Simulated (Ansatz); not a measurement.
A calculation with Ansatz 0.2.0 of Pt (ASE script, structure from a POSCAR):

Contents of run.py:

```python
import json

import ase.io
import numpy as np

import ansatz as az

atoms = ase.io.read("POSCAR", format="vasp")

calculation = (
    az.Crystal.from_ase(atoms)
    .calculation()
    .kpoints(12, 12, 12)
    .functional("r2scan", dispersion="d3bj")
    .pseudopotentials(kind="paw_fr")
    .spin("noncollinear", soc=True)
    .occupations(method="gaussian", width=0.05)
    .relax(force_tolerance=0.01, max_steps=40, cell=True, stress_tolerance=0.05)
    .density()
    .potential()
    .output_files(volumetric_format="npy")
    .electron_localization_function()
    .forces()
    .stress()
)
outcome = calculation.run(threads=2, events_out="events.jsonl")

report = outcome.report
for line in open("events.jsonl"):
    event = json.loads(line)
    if event["event"] == "scf_iter":
        d = event["data"]
        print(f"SCF {d['iter']:3d}  HF = {d['harris_foulkes_ev']:.6f} eV  dr2 = {d['dr2_ev']:.2e} eV")
    elif event["event"] in ("relax_step", "md_step"):
        d = event["data"]
        print(f"{event['event']} {d['step']:3d}  E = {d['lagrangian_ev']:.6f} eV")
np.set_printoptions(precision=5, suppress=True, linewidth=110)
print("converged:", report["converged"], "after", report["n_iterations"], "iterations")
print(f"free energy {report['free_energy_ev']:.6f} eV, Fermi level {report['fermi_energy_ev']:.4f} eV")
for key in ("band_edges_ev", "magnetization_mub", "site_moments_mub", "site_moments_nc_mub", "forces_ev_ang",
                "stress_gpa", "kpoints_frac", "eigenvalues_ev"):
    if report.get(key) is not None:
        print(key, np.array(report[key]), sep="\n")
```

POSCAR

```
Pt
1.0
    0.0000000000      1.9609000000      1.9609000000
    1.9609000000      0.0000000000      1.9609000000
    1.9609000000      1.9609000000      0.0000000000
Pt
1
Direct
    0.0000000000      0.0000000000      0.0000000000
```

Potentials or basis: Ansatz PAW.

The run is started by

```console
$ python run.py
```

**Question.** Write the same calculation in another form: native input, structure typed inline.

**Answer.** As run:

File input.yaml:

```yaml
crystal:
  lattice:
    - [0.0, 1.9609, 1.9609]
    - [1.9609, 0.0, 1.9609]
    - [1.9609, 1.9609, 0.0]
  atoms:
    - { symbol: Pt, position: [0.0, 0.0, 0.0] }
hamiltonian:
  xc: r2scan
  pseudopotentials: { kind: paw_fr }
  dispersion: d3bj
magnetization:
  noncollinear: true
  spin_orbit: true
kpoints:
  mp_grid: { grid: [12, 12, 12] }
scf:
  occupations: { method: gaussian, width: 0.05 }
output:
  forces: true
  stress: true
relax:
  f_tol: 0.01
  max_steps: 40
  cell: { stress_tol: 0.05 }
```

Potentials or basis: Ansatz PAW.

The run is started by

```sh
$ ansatz run input.yaml --threads 2 --pin off --max-ram 5120MiB --backend cpu --events-out ev --progress --plain --runs-dir out
```

Both were run:

|  | ASE script, structure from a POSCAR | native input, structure typed inline |
| --- | --- | --- |
| Relaxed volume | 15.08 Å³/atom | 15.08 Å³/atom |
| Relaxed cell | a = 2.773 Å, b = 2.773 Å, c = 2.773 Å, α = 60.00°, β = 60.00°, γ = 60.00° | a = 2.773 Å, b = 2.773 Å, c = 2.773 Å, α = 60.00°, β = 60.00°, γ = 60.00° |
| Space group after relaxing (to 0.05 Å) | Fm-3m (No. 225) | Fm-3m (No. 225) |
| Energy gained by relaxing | 0.0 meV/atom | 0.0 meV/atom |
| Ionic steps | 3 | 3 |
| Pressure after relaxing | 0.0 GPa | 0.0 GPa |

Keys that steer only the numerical path or the files written may differ.

Caveat: the plane-wave basis is chosen anew once the cell has moved, so the energies of steps on either side of that aren't comparable; the PAW data sets come from PBE, with cores solved anew for the run's functional, which leaves a small shift of forces and pressure; the dispersion damping was fitted for another functional or another form of the correction.
